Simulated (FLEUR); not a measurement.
# ZnS (F-43m) in FLEUR: notebook

One crystal, ZnS, is run at these levels: PBEsol, LDA; tasks: equation of state, band structure.

Program: FLEUR MaX-R8.1 (later development tree). These are calculated values, not measurements. Logs are shortened: lines on timing, memory, paths and dates and some standing lists are left out, and cuts for length are marked.

**The experiment to reproduce.**

From “Electronic, vibrational, and thermodynamic properties of ZnS (zincblende and rocksalt structure)”, 2009, arxiv:0911.5022, for a bulk crystal of ZnS: bulk modulus 76.9 GPa; band gap 3.85 eV (direct) at 19 K.

The results are compared with them further down.

## 1. The crystal as given

It takes space group F-43m (No. 216, cubic). The conventional cell has a = 5.404 Å, b = 5.404 Å, c = 5.404 Å, α = 90.00°, β = 90.00°, γ = 90.00°. Around Zn (site symmetry -43m) lie 4 S at 2.34 Å. S (site symmetry -43m) is surrounded by 4 Zn at 2.34 Å.

## 2. Equation of state, PBEsol, 18.54 Å³/atom (volume scaled by 0.94)

Input file inp.xml:

```xml
<?xml version="1.0" encoding="UTF-8" standalone="no"?>
<fleurInput fleurInputVersion="0.39">
   <comment>
      ZnS                                                                                                 
   </comment>
   <calculationSetup>
      <cutoffs Kmax="5.27" Gmax="16.3" GmaxXC="16.3" numbands="0"/>
      <scfLoop itmax="60" minDistance="0.00001" maxIterBroyd="15" imix="Anderson" alpha="0.05" precondParam="0.0" spinf="2.0" sdNocoIR="T"/>
      <coreElectrons ctail="T" frcor="F" kcrel="0" coretail_lmax="0"/>
      <xcFunctional name="PBEs" relativisticCorrections="F"/>
      <magnetism jspins="1"/>
      <soc l_soc="F" theta="0.0" phi="0.0" spav="F"/>
      <expertModes spex="0" secvar="F"/>
      <geometryOptimization l_f="F" forcealpha="1.0" forcemix="BFGS" epsdisp="0.00001" epsforce="0.00001"/>
      <ldaU l_linMix="F" mixParam="0.05" spinf="1.0"/>
   </calculationSetup>
   <cell>
      <bzIntegration valenceElectrons="26.0" mode="hist" fermiSmearingEnergy="0.00183747">
         <kPointListSelection listName="default-1"/>
         <!-- k-points included here -->
         <xi:include xmlns:xi="http://www.w3.org/2001/XInclude" href="kpts.xml"> </xi:include>
      </bzIntegration>
      <!-- symmetry operations included here -->
      <xi:include xmlns:xi="http://www.w3.org/2001/XInclude" href="sym.xml"> </xi:include>
      <bulkLattice scale="0.9795861087">
         <bravaisMatrix>
            <row-1>    0.0000000000000000     5.1060399886691998     5.1060399886691998</row-1>
            <row-2>    5.1060399886691998     0.0000000000000000     5.1060399886691998</row-2>
            <row-3>    5.1060399886691998     5.1060399886691998     0.0000000000000000</row-3>
         </bravaisMatrix>
      </bulkLattice>
   </cell>
   <atomSpecies>
      <species name="Zinc (Zn)" element="Zn" atomicNumber="30">
         <mtSphere radius="2.11" gridPoints="721" logIncrement="0.017"/>
         <atomicCutoffs lmax="9" lnonsphr="9"/>
         <electronConfig flipSpins="F">
            <coreConfig>(1s1/2) (2s1/2) (2p1/2) (2p3/2)</coreConfig>
            <valenceConfig>(3s1/2) (3p1/2) (3p3/2) (4s1/2) (3d3/2) (3d5/2)</valenceConfig>
         </electronConfig>
         <energyParameters s="4" p="4" d="3" f="4"/>
         <lo type="SCLO" l="0" n="3" eDeriv="0"/>
         <lo type="SCLO" l="1" n="3" eDeriv="0"/>
         <lo type="SCLO" l="1" n="3" eDeriv="1"/>
         <lo type="HELO" l="2" n="4" eDeriv="0"/>
         <lo type="HELO" l="2" n="4" eDeriv="1"/>
         <lo type="SCLO" l="3" n="4" eDeriv="2"/>
      </species>
      <species name="Sulfur (S)" element="S" atomicNumber="16">
         <mtSphere radius="1.86" gridPoints="635" logIncrement="0.018"/>
         <atomicCutoffs lmax="8" lnonsphr="8"/>
         <electronConfig flipSpins="F">
            <coreConfig>(1s1/2) (2s1/2) (2p1/2) (2p3/2)</coreConfig>
            <valenceConfig>(3s1/2) (3p1/2) (3p3/2)</valenceConfig>
            <stateOccupation state="(3p1/2)" spinUp="0.666667" spinDown="0.666667"/>
            <stateOccupation state="(3p3/2)" spinUp="1.333333" spinDown="1.333333"/>
         </electronConfig>
         <energyParameters s="3" p="3" d="3" f="4"/>
         <lo type="SCLO" l="0" n="3" eDeriv="2"/>
         <lo type="SCLO" l="1" n="3" eDeriv="2"/>
         <lo type="SCLO" l="2" n="3" eDeriv="2"/>
         <lo type="SCLO" l="3" n="4" eDeriv="2"/>
      </species>
   </atomSpecies>
   <atomGroups>
      <atomGroup species="Zinc (Zn)">
         <relPos label="                   1">-1.000/4.000 -1.000/4.000 -1.000/4.000</relPos>
         <force calculate="T" relaxXYZ="TTT"/>
      </atomGroup>
      <atomGroup species="Sulfur (S)">
         <relPos label="                   2">.0000000000 .0000000000 .0000000000</relPos>
         <force calculate="T" relaxXYZ="TTT"/>
      </atomGroup>
   </atomGroups>
   <output dos="F" band="F" slice="F">
      <checks vchk="F" cdinf="F"/>
      <bandDOS minEnergy="-.5*Htr" maxEnergy="0.5*Htr" sigma="0.015" storeEVData="T"/>
      <vacuumDOS vacdos="F" integ="F" star="F" nstars="0" locx1="0.0" locy1="0.0" locx2="0.0" locy2="0.0" nstm="0" tworkf="0.0"/>
      <unfoldingBand unfoldBand="F" supercellX="1" supercellY="1" supercellZ="1"/>
      <plotting iplot="0" polar="F">
         <plot TwoD="T" vec1="  1.0  0.0  0.0" vec2="  0.0  1.0  0.0" vec3="  0.0  0.0  1.0" zero="  0.0  0.0  0.0" file="plot"/>
      </plotting>
      <chargeDensitySlicing numkpt="0" minEigenval="0.0" maxEigenval="0.0" nnne="0" pallst="F"/>
      <specialOutput eonly="F"/>
      <moessbauerParams electricFieldGradient="T" isomerShift="T" coreHyperfine="T" valenceHyperfine="T"/>
      <magneticCircularDichroism mcd="F" energyLo="-10.0" energyUp="0.0"/>
   </output>
  <!-- We include the file relax.xml here to enable relaxations (see documentation) -->
  <xi:include xmlns:xi="http://www.w3.org/2001/XInclude" href="relax.xml"> <xi:fallback/> </xi:include>
</fleurInput>
```

Potentials or basis: all-electron, FLAPW.

Started as:

```console
> inpgen -f crystal.txt -profile fastHighL
> # inp.xml edited to the form shown
> fleur_MPI
```

The log of the run:

```text
Welcome to FLEUR        (www.flapw.de)
      MaX-Release 8.1          (www.max-centre.eu)

 ========== k-point set info ==========
 Selected k-point list: default-1
 k-point list type: mesh
 9 x 9 x 9
 Number of k points: 35

 ------------Calculation Setup---------------------------
 Number of MPI-tasks      :            1
 Number of PE/node        :            1
 Number of OMP-threads    :            1
 Most efficient MPI parallelization for:
           1           5           7          35
 Additional eigenvalue parallelization possible
 Number of basis functions:          712
 Approximate size of matrices (H+S) per k-point:         0.015 GB
 --------------------------------------------------------
 Iteration:     1   Distance:       9.69370392 me/bohr^3
 Iteration:     2   Distance:       8.38385736 me/bohr^3
 Iteration:     3   Distance:       5.01126630 me/bohr^3
 Iteration:     4   Distance:       2.69687229 me/bohr^3
 Iteration:     5   Distance:       2.39086537 me/bohr^3
 Iteration:     6   Distance:       0.41176014 me/bohr^3
 Iteration:     7   Distance:       0.38452286 me/bohr^3
 Iteration:     8   Distance:       0.03114648 me/bohr^3
 Iteration:     9   Distance:       0.02747111 me/bohr^3
 Iteration:    10   Distance:       0.00164354 me/bohr^3
 Iteration:    11   Distance:       0.00055211 me/bohr^3
 Iteration:    12   Distance:       0.00030540 me/bohr^3
 Iteration:    13   Distance:       0.00008245 me/bohr^3
 Iteration:    14   Distance:       0.00004822 me/bohr^3
 Iteration:    15   Distance:       0.00000348 me/bohr^3

 ********************************************************************
 Run finished successfully
 Stop message:
   all done
 ********************************************************************
```

out.xml (last iteration):

```text
<iteration numberForCurrentRun="   15" overallNumber="   15">
         <energyParameters units="Htr">
            <atomicEP atomType="1" spin="1" branch="4s" branchLowest="-4.39" branchHighest="1.68" value="-0.0008280422"/>
            <atomicEP atomType="1" spin="1" branch="4p" branchLowest="-2.70" branchHighest="2.37" value="0.1577774182"/>
            <atomicEP atomType="1" spin="1" branch="3d" branchLowest="-9.99" branchHighest="0.06" value="-0.0317581690"/>
            <atomicEP atomType="1" spin="1" branch="4f" branchLowest="-9.99" branchHighest="4.01" value="0.4888488329"/>
            <loAtomicEP atomType="1" spin="1" branch="3s" branchLowest="-42.17" branchHighest="-4.39" value="-4.3932000460"/>
            <loAtomicEP atomType="1" spin="1" branch="3p" branchLowest="-36.51" branchHighest="-2.70" value="-2.7161380356"/>
            <loAtomicEP atomType="1" spin="1" branch="3p" branchLowest="-36.51" branchHighest="-2.70" value="-2.7161380356"/>
            <heloAtomicEP atomType="1" spin="1" branch="4d" branchLowest="2.61" branchHighest="2.61" value="2.6088250603"/>
            <heloAtomicEP atomType="1" spin="1" branch="4d" branchLowest="2.61" branchHighest="2.61" value="2.6088250603"/>
            <loAtomicEP atomType="1" spin="1" branch="4f" branchLowest="-9.99" branchHighest="4.01" value="0.4888521324"/>
            <atomicEP atomType="2" spin="1" branch="3s" branchLowest="-7.32" branchHighest="0.97" value="-0.3569025775"/>
            <atomicEP atomType="2" spin="1" branch="3p" branchLowest="-5.30" branchHighest="1.56" value="-0.0965006752"/>
            <atomicEP atomType="2" spin="1" branch="3d" branchLowest="-9.99" branchHighest="2.14" value="0.1274472741"/>
            <atomicEP atomType="2" spin="1" branch="4f" branchLowest="-9.99" branchHighest="5.14" value="0.2941425464"/>
            <loAtomicEP atomType="2" spin="1" branch="3s" branchLowest="-7.32" branchHighest="0.97" value="-0.3569025775"/>
            <loAtomicEP atomType="2" spin="1" branch="3p" branchLowest="-5.30" branchHighest="1.56" value="-0.0968677710"/>
            <loAtomicEP atomType="2" spin="1" branch="3d" branchLowest="-9.99" branchHighest="2.14" value="0.1274469746"/>
            <loAtomicEP atomType="2" spin="1" branch="4f" branchLowest="-9.99" branchHighest="5.14" value="0.2941454826"/>
         </energyParameters>
         <eigenvalues>
            <eigenvaluesAt spin="1" ikpt="1" k_x="0.00000000" k_y="0.00000000" k_z="0.00000000">
                      -4.3931942060       -2.7147681886       -2.7147681886       -2.7147681886       -0.3093162918
                      -0.0534116624       -0.0534116624       -0.0534116624       -0.0322750351       -0.0322750351
                       0.1907064083        0.1907064083        0.1907064083        0.2731691634        0.4193280319
                       0.4193280319        0.4193280319        0.6178454542        0.6178454542        0.6320766538
                       0.7254280817
            </eigenvaluesAt>
            <eigenvaluesAt spin="1" ikpt="2" k_x="0.00000000" k_y="0.00000000" k_z="0.11111111">
                      -4.3931941723       -2.7147693393       -2.7147684195       -2.7147684195       -0.3054677013
                      -0.0536147454       -0.0527057175       -0.0527057175       -0.0323457160       -0.0323457160
                       0.1543999573        0.1857626126        0.1857626126        0.2994544375        0.4169232394
                       0.4275814230        0.4275814230        0.5984399516        0.5984399516        0.6569925654
                       0.7042228642
            </eigenvaluesAt>
            <eigenvaluesAt spin="1" ikpt="3" k_x="0.00000000" k_y="0.00000000" k_z="0.22222222">
                      -4.3931940849       -2.7147722890       -2.7147689138       -2.7147689138       -0.2950127425
                      -0.0531174802       -0.0510488426       -0.0510488426       -0.0323097844       -0.0323097844
                       0.0945691716        0.1744101340        0.1744101340        0.3199166229        0.4357855212
                       0.4417656286        0.4417656286        0.5853527897        0.5853527897        0.6436700770
                       0.7597370811
            </eigenvaluesAt>
            <eigenvaluesAt spin="1" ikpt="4" k_x="0.00000000" k_y="0.00000000" k_z="0.33333333">
                      -4.3931939865       -2.7147755923       -2.7147695248       -2.7147695248       -0.2815768558
                      -0.0494935957       -0.0494935957       -0.0486782041       -0.0317821042       -0.0317821042
                       0.0379037870        0.1629373955        0.1629373955        0.3175464907        0.4440131138
                       0.4440131138        0.4811240984        0.6117774557        0.6117774557        0.6248167040
                       0.8363621140
            </eigenvaluesAt>
         </eigenvalues>
         <bandgap value="2.2439258780" units="eV"/>
         <sumValenceSingleParticleEnergies value="-25.4549901440" units="Htr"/>
         <FermiEnergy value="0.1907064083" units="Htr"/>
         <valenceDensity>
            <mtCharges spin="1">
               <mtCharge atomType="1" total="18.4153368" s="2.4126147" p="6.3568482" d="9.6294141" f="0.0130894"/>
               <mtCharge atomType="2" total="3.4561171" s="1.2132222" p="2.2062716" d="0.0327789" f="0.0030165"/>
            </mtCharges>
            <spinDependentCharge spin="1" total="26.0000000" interstitial="4.1285461" mtSpheres="21.8714539"/>
            <totalCharge value="26.0000000000"/>
         </valenceDensity>
         <coreStates atomType="     1" atomicNumber=" 30" spin="1" kinEnergy="   1575.6240948381" eigValSum="  -1002.1292124642" lostElectrons=" 0.000000">
            <state n="1" l="0" j="0.5" energy="-349.3197711022" weight="1.0000000000"/>
            <state n="2" l="0" j="0.5" energy="-42.1713099534" weight="1.0000000000"/>
            <state n="2" l="1" j="0.5" energy="-37.1085956074" weight="1.0000000000"/>
            <state n="2" l="1" j="1.5" energy="-36.2324647845" weight="2.0000000000"/>
         </coreStates>
         <coreStates atomType="     2" atomicNumber=" 16" spin="1" kinEnergy="    386.8104918309" eigValSum="   -222.0648059413" lostElectrons=" 0.000677">
            <state n="1" l="0" j="0.5" energy="-87.8061602705" weight="1.0000000000"/>
            <state n="2" l="0" j="0.5" energy="-7.3209854824" weight="1.0000000000"/>
            <state n="2" l="1" j="0.5" energy="-5.3325924405" weight="1.0000000000"/>
            <state n="2" l="1" j="1.5" energy="-5.2863323886" weight="2.0000000000"/>
         </coreStates>
         <allElectronCharges>
            <spinDependentCharge spin="1" total="46.0000000" interstitial="4.1292197" mtSpheres="41.8707803"/>
            <totalCharge value="45.9999999971"/>
         </allElectronCharges>
         <moessbauerParams unitsHFF="kG" unitsIS="e/bohr^3" unitsEFG="Htr/bohr^2">
            <coreIsomerShift atomType="1" isTotal="24823.06044">
               <shell n="1" l="0" isomerShift="22582.12786"/>
               <shell n="2" l="0" isomerShift="2224.04929"/>
               <shell n="2" l="1" isomerShift="16.88328"/>
            </coreIsomerShift>
            <coreIsomerShift atomType="2" isTotal="2922.35440">
               <shell n="1" l="0" isomerShift="2715.08566"/>
               <shell n="2" l="0" isomerShift="206.90933"/>
               <shell n="2" l="1" isomerShift="0.35942"/>
            </coreIsomerShift>
            <isomerShift atomType="1" nucleusRadius="0.0000952" averageDensity="25164.18434"/>
            <isomerShift atomType="2" nucleusRadius="0.0000750" averageDensity="2940.73050"/>
            <electricFieldGradient atomType="1" VXX="0.00000" VYY="0.00000" VZZ="0.00000" asymParam="0.00000">
            </electricFieldGradient>
            <electricFieldGradient atomType="2" VXX="0.00000" VYY="0.00000" VZZ="0.00000" asymParam="0.00000">
            </electricFieldGradient>
         </moessbauerParams>
         <totalEnergy                                    value="    -2193.3423601295" units="Htr">
            <sumOfEigenvalues                            value="    -1249.6490085495">
               <coreElectrons value="-1224.1940184055"/>
               <valenceElectrons value="-25.4549901440"/>
            </sumOfEigenvalues>
            <densityCoulombPotentialIntegral value="-3352.6740033041"/>
            <densityEffectivePotentialIntegral value="-3477.4713662101"/>
            <chargeDenXCDenIntegral value="-95.2851779870"/>
            <FockExchangeEnergyValence value="0.0000000000"/>
            <FockExchangeEnergyCore value="0.0000000000"/>
            <atomTypeDependentContributions atomType="1">
               <electronNucleiInteractionDifferentMTs value="2157.2984715131"/>
               <MadelungTerm value="-13.2693394977"/>
            </atomTypeDependentContributions>
            <atomTypeDependentContributions atomType="2">
               <electronNucleiInteractionDifferentMTs value="467.8779514516"/>
               <MadelungTerm value="-11.0967756887"/>
            </atomTypeDependentContributions>
            <tkbTimesEntropy value="0.0000000000"/>
            <freeEnergy value="-2193.3423601295"/>
            <extrapolationTo0K value="-2193.3423601295"/>
         </totalEnergy>
         <densityConvergence units="me/bohr^3">
            <chargeDensity spin="1" distance="0.0000034833"/>
         </densityConvergence>
      </iteration>
```

It took 96 s on 1 thread of Intel Xeon 6975P-C (Granite Rapids), shared host; peak memory 0.08 GiB.

What came out:

| Item | Value |
| --- | --- |
| Free energy | -59683.8861 eV |
| Band gap on the k mesh | 2.24 eV, direct |
| Valence electrons inside the program's atomic spheres | Zn 18.42; S 3.46 (radii Zn 2.11, S 1.86 bohr) |

## 3. Equation of state, PBEsol, 18.94 Å³/atom (volume scaled by 0.96)

Changes to inp.xml since step 2:

```diff
@@ -24,3 +24,3 @@
       <xi:include xmlns:xi="http://www.w3.org/2001/XInclude" href="sym.xml"> </xi:include>
-      <bulkLattice scale="0.9795861087">
+      <bulkLattice scale="0.9864848297">
          <bravaisMatrix>
```

Potentials or basis: all-electron, FLAPW.

Started as:

```console
> inpgen -f crystal.txt -profile fastHighL
> # inp.xml edited to the form shown
> fleur_MPI
```

Wall time 98 s (1 thread of Intel Xeon 6975P-C (Granite Rapids), shared host); peak memory 0.08 GiB.

It converged, with:

| Quantity | Value |
| --- | --- |
| Free energy | -59683.8964 eV |
| Band gap on the k mesh | 2.15 eV, direct |
| Valence electrons inside the program's atomic spheres | Zn 18.40; S 3.45 (radii Zn 2.11, S 1.86 bohr) |

## 4. Equation of state, PBEsol, 19.33 Å³/atom (volume scaled by 0.98)

Changes to inp.xml since step 3:

```diff
@@ -24,3 +24,3 @@
       <xi:include xmlns:xi="http://www.w3.org/2001/XInclude" href="sym.xml"> </xi:include>
-      <bulkLattice scale="0.9864848297">
+      <bulkLattice scale="0.9932883884">
          <bravaisMatrix>
```

Started as:

```console
> inpgen -f crystal.txt -profile fastHighL
> # inp.xml edited to the form shown
> fleur_MPI
```

Run time: 1.7 min. Hardware: 1 thread of Intel Xeon 6975P-C (Granite Rapids), shared host; peak memory 0.08 GiB.

The run converged. Its results:

```yaml
Free_energy: -59683.8980 eV
Band_gap_on_the_k_mesh: 2.06 eV, direct
Valence_electrons_inside_the_program's_atomic_spheres: Zn 18.38; S 3.43 (radii Zn 2.11, S 1.86 bohr)
```

## 5. Equation of state, PBEsol, 19.73 Å³/atom

Changes to inp.xml since step 4:

```diff
@@ -24,3 +24,3 @@
       <xi:include xmlns:xi="http://www.w3.org/2001/XInclude" href="sym.xml"> </xi:include>
-      <bulkLattice scale="0.9932883884">
+      <bulkLattice scale="1.0000000000">
          <bravaisMatrix>
```

Started as:

```console
> inpgen -f crystal.txt -profile fastHighL
> # inp.xml edited to the form shown
> fleur_MPI
```

Run time: 1.9 min. Hardware: 1 thread of Intel Xeon 6975P-C (Granite Rapids), shared host; peak memory 0.08 GiB.

It converged, with:

- Free energy: -59683.8919 eV
- Band gap on the k mesh: 1.98 eV, direct
- Valence electrons inside the program's atomic spheres: Zn 18.36; S 3.42 (radii Zn 2.11, S 1.86 bohr)

## 6. Equation of state, PBEsol, 20.12 Å³/atom (volume scaled by 1.02)

Changes to inp.xml since step 5:

```diff
@@ -24,3 +24,3 @@
       <xi:include xmlns:xi="http://www.w3.org/2001/XInclude" href="sym.xml"> </xi:include>
-      <bulkLattice scale="1.0000000000">
+      <bulkLattice scale="1.0066227096">
          <bravaisMatrix>
```

Potentials or basis: all-electron, FLAPW.

Started as:

```console
> inpgen -f crystal.txt -profile fastHighL
> # inp.xml edited to the form shown
> fleur_MPI
```

Wall time 1.8 min (1 thread of Intel Xeon 6975P-C (Granite Rapids), shared host); peak memory 0.08 GiB.

Results (log left out):

- Free energy: -59683.8789 eV
- Band gap on the k mesh: 1.89 eV, direct
- Valence electrons inside the program's atomic spheres: Zn 18.35; S 3.42 (radii Zn 2.11, S 1.86 bohr)

## 7. Equation of state, PBEsol, 20.52 Å³/atom (volume scaled by 1.04)

Changes to inp.xml since step 6:

```diff
@@ -24,3 +24,3 @@
       <xi:include xmlns:xi="http://www.w3.org/2001/XInclude" href="sym.xml"> </xi:include>
-      <bulkLattice scale="1.0066227096">
+      <bulkLattice scale="1.0131594038">
          <bravaisMatrix>
```

Started as:

```console
> inpgen -f crystal.txt -profile fastHighL
> # inp.xml edited to the form shown
> fleur_MPI
```

Wall time 1.9 min (1 thread of Intel Xeon 6975P-C (Granite Rapids), shared host); peak memory 0.08 GiB.

The run converged. Its results:

| Property | Result |
| --- | --- |
| Free energy | -59683.8598 eV |
| Band gap on the k mesh | 1.81 eV, direct |
| Valence electrons inside the program's atomic spheres | Zn 18.33; S 3.41 (radii Zn 2.11, S 1.86 bohr) |

(Continued in part 2 of 2.)
